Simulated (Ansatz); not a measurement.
The elements of this relaxed crystal are hidden behind letters.

```
lattice vectors (Å)
   2.9300    0.0000    0.0000
  -1.4650    2.5375    0.0000
   0.0000    0.0000    9.2321
fractional positions
X 0.6667 0.3333 0.0000
X 0.3333 0.6667 0.7505
X 0.3333 0.6667 0.2495
Z 0.6667 0.3333 0.5000
```

Level of theory: DFT PBE, scalar-relativistic, plane waves, PAW in Ansatz 0.2.0. Plane waves to 420 eV, an 18×18×6 mesh through Γ for the 4-atom cell and 0.10 eV Gaussian smearing; no spin polarisation.

| Property | Result |
| --- | --- |
| Space group | P-6m2 (No. 187) |
| Conventional cell | a = 2.930 Å, c = 9.232 Å |
| Volume per atom | 17.16 Å³ |
| Density | 4.13 g/cm³ |
| Formation energy | −0.13 eV/atom |
| Gap on the 18×18×6 mesh of the 4-atom cell | 0 eV (a metal) |

Energies are uncorrected and count from the elements' standard states at the same level.

**Question.** X is a d-block element of period 4 and Z is a p-block element of period 3. Which elements are they?

**Answer.** X = Ti, Z = Al, so the formula is Ti3Al. Density times volume gives a mean mass of 4.13 × 17.16/1.6605 = 42.7 u per atom, and this set has 42.6 u. Ti on a site of symmetry -6m2 has 12 Ti at 2.86–2.93 Å; around Ti on a site of symmetry 3m lie 9 Ti at 2.86–2.93 Å and 3 Al at 2.87 Å; around Al lie 6 Ti at 2.87 Å and 6 Al at 2.93 Å. Other sets within the hints have nearly the same mass, so mass alone doesn't settle it; this one was computed.

A later test with randomly moved atoms came back to the same energy, though modes that don't fit the test's cell weren't probed. Another cell of Ti3Al relaxed alike, in P6_3/mmc (a cell as deposited in COD), lies 151 meV/atom lower, so this cell isn't the stable form at this level.
